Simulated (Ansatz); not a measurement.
## Habitual settings against a tight run: MgAl2O4 (Fd-3m, 14 atoms in the cell)

Self-consistent single point.

```
MgAl2O4
1.0
    0.00000     4.11534     4.11534
    4.11534     0.00000     4.11534
    4.11534     4.11534     0.00000
Mg Al O
2 4 8
Direct
  0.25000   0.25000   0.25000
  0.00000   0.00000   0.00000
  0.12500   0.62500   0.62500
  0.62500   0.62500   0.12500
  0.62500   0.12500   0.62500
  0.62500   0.62500   0.62500
  0.86128   0.86128   0.86128
  0.83384   0.38872   0.38872
  0.86128   0.86128   0.41616
  0.38872   0.83384   0.38872
  0.41616   0.86128   0.86128
  0.38872   0.38872   0.38872
  0.86128   0.41616   0.86128
  0.38872   0.38872   0.83384
```

Method: PBE, PAW files (plane waves; Ansatz, an electronic-structure program).

Base settings: basis.ecutwfc = 420 eV; kpoints.mp_grid.grid = 6 6 6; hamiltonian.xc = pbe; hamiltonian.pseudopotentials = {kind: paw} (the program's default PAW files); scf.occupations.method = fixed.

Tight run (finer mesh or higher cutoff; not a proven limit): basis.ecutwfc: 420 eV → 590 eV; kpoints.mp_grid.grid: 6 6 6 → 9 9 9; scf.convergence.dr2_threshold: default (1e-07 eV) → 1e-09 eV. It gave top of the valence band (on the code's own zero) 5.99 eV; gap on the k-point mesh 4.92 eV; pressure -4.03 GPa; largest force (vector length) 0.041 eV/Å.

Quick runs, as changes from the base:
- A: the base itself
- B: basis.ecutwfc: 420 eV → 295 eV; kpoints.mp_grid.grid: 6 6 6 → 8 8 8; scf.occupations.method: fixed → cold; scf.occupations.width: default → 0.2 eV
- C: basis.ecutwfc: 420 eV → 335 eV; hamiltonian.xc: pbe → lda [LDA (PW92)]
- D: kpoints.mp_grid.grid: 6 6 6 → 4 4 4; scf.occupations.method: fixed → methfessel_paxton; scf.occupations.width: default → 0.5 eV

Dashes: energy of C, another energy zero.

Gaps are read on each run's own mesh, which may miss the band edges.

† marks runs with another functional, U, potentials or spin treatment: their distance from the tight run is not a convergence error alone.

The count of work is k-points × plane waves × bands × iterations; it is no time. 

Pressures in the table are Ansatz's without its Pulay estimate, at a fixed set of plane waves; the tight run's value above holds the estimate.

The starting cell comes from a database of computed structures (which also holds hypothetical and non-ambient phases and stackings), without a prior relaxation at this level. Its lattice was rescaled by a random factor within 2.5 % of one. In the base run, with a pressure of about -4 GPa the cell is away from its equilibrium volume at this level.

| run | energy less tight (meV/atom) | pressure less tight (GPa) | largest miss in a force vector (eV/Å) | gap on the mesh less tight (eV) | count of work / tight |
|---|---|---|---|---|---|
| A | 1.8 | -0.38 | 0.000 | 0.005 | 0.24 |
| B | 228.9 | -22.72 | 0.130 | -0.050 | 0.26 |
| C† | – | -18.79 | 0.283 | -0.115 | 0.17 |
| D | 1.9 | -0.39 | 0.000 | 0.013 | 0.12 |

Among the runs at the tight run's level, the energy misses run from 1.8 to 228.9 meV/atom.

Left out of this page: 2 runs of the series with a known weakness of the program.

Keys are those of Ansatz 0.2.
